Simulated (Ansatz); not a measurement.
HgSe: relaxation of cell and atoms with PBE

Crystal: HgSe.

```
Hg Se
1.0
     0.00000    3.03900    3.03900
     3.03900    0.00000    3.03900
     3.03900    3.03900    0.00000
Hg Se
1 1
Cartesian
  0.0000 0.0000 0.0000
  4.5585 4.5585 4.5585
```

| Item | Value |
| --- | --- |
| Program | Ansatz 0.2.0 |
| Task | relaxation of cell and atoms |
| Functional | PBE |
| Potentials or basis | Ansatz PAW |
| Cutoff | 420 eV (not typed: the program's choice for these potentials) |
| k mesh | 8 × 8 × 8 |
| Occupations | fermi-dirac, width 0.05 eV |
| Spin | no spin polarisation |

The relaxed volume is 30.67 Å³/atom, the relaxed cell is a = 4.427 Å, b = 4.427 Å, c = 4.427 Å, α = 60.00°, β = 60.00°, γ = 60.00° and the space group after relaxing (to 0.05 Å) is F-43m (No. 216). The energy gained by relaxing is 35.1 meV/atom. The ionic steps are 5. The pressure after relaxing is 0.0 GPa.

The path:
| step | energy change (eV) | largest force (eV/Å) | volume (Å³) |
| --- | --- | --- | --- |
| 1 | 0.0000 | 0.0000 | 56.13 |
| 2 | -0.0649 | 0.0000 | 62.79 |
| 3 | -0.0692 | 0.0000 | 61.60 |
| 4 | -0.0694 | 0.0000 | 61.35 |
| 5 | -0.0702 | 0.0000 | 61.35 |

Final structure:
```
Hg Se
1.0
     0.00000    3.13035    3.13035
     3.13035    0.00000    3.13035
     3.13035    3.13035    0.00000
Hg Se
1 1
Cartesian
  0.0000 0.0000 0.0000
  4.6955 4.6955 4.6955
```

Wall time 18 s on 2 threads of Intel(R) Xeon(R) Processor @ 2.50GHz (Skylake/Cascade Lake) (shared host), peak memory 0.39 GiB.

Caveat: the plane-wave basis is chosen anew once the cell has moved, so the energies of steps on either side of that aren't comparable. Spin-orbit coupling is left out, which matters for the levels of Hg.
